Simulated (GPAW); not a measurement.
The system is SiC (Moissanite).

```
Si C
1.0
     3.07600    0.00000    0.00000
    -1.53800    2.66389    0.00000
     0.00000    0.00000    5.04800
Si C
2 2
Direct
  0.66667 0.33333 0.50000
  0.33333 0.66667 0.00000
  0.66667 0.33333 0.88500
  0.33333 0.66667 0.38500
```

| Quantity | Value |
| --- | --- |
| Program | GPAW 26.7.0 |
| Task | single point |
| Functional | PBE |
| Potentials or basis | GPAW PAW data sets (gpaw-data 1.2.1) |
| Cutoff | 800 eV |
| Basis | pw |
| k mesh | 10 × 10 × 5 |
| Occupations | fermi-dirac, width 0.05 eV |
| Spin | no spin polarisation |

On this cell: pressure 5.0 GPa; largest force 0.770 eV/Å; band gap on the k mesh 2.47 eV, indirect (least direct gap 4.07 eV).

The same run follows on a disturbed copy (atoms moved at random, drawn with an rms of 0.05 Å):

```
Si C
1.0
     3.07600    0.00000    0.00000
    -1.53800    2.66389    0.00000
     0.00000    0.00000    5.04800
Si C
2 2
Direct
  0.66176 0.32400 0.50824
  0.33440 0.66063 0.00133
  0.68683 0.33924 0.88747
  0.34214 0.66909 0.38002
```

Task: What does the disturbed cell give?

Result: The energy moves by +8.7 meV/atom; pressure 5.1 GPa; largest force 1.525 eV/Å; band gap on the k mesh 2.34 eV, indirect (least direct gap 3.95 eV).

Forces on the atoms (eV/Å):
```
Si   0.497  0.639 -0.317
Si   0.882  0.681  0.958
C   -0.989 -0.731 -0.901
C   -0.390 -0.589  0.261
```

Stress tensor (GPa, compression positive):
```
6.22 1.18 1.60
1.18 5.51 1.55
1.60 1.55 3.42
```

Caveats: an odd mesh through Γ misses points on the zone boundary, where band edges often lie.
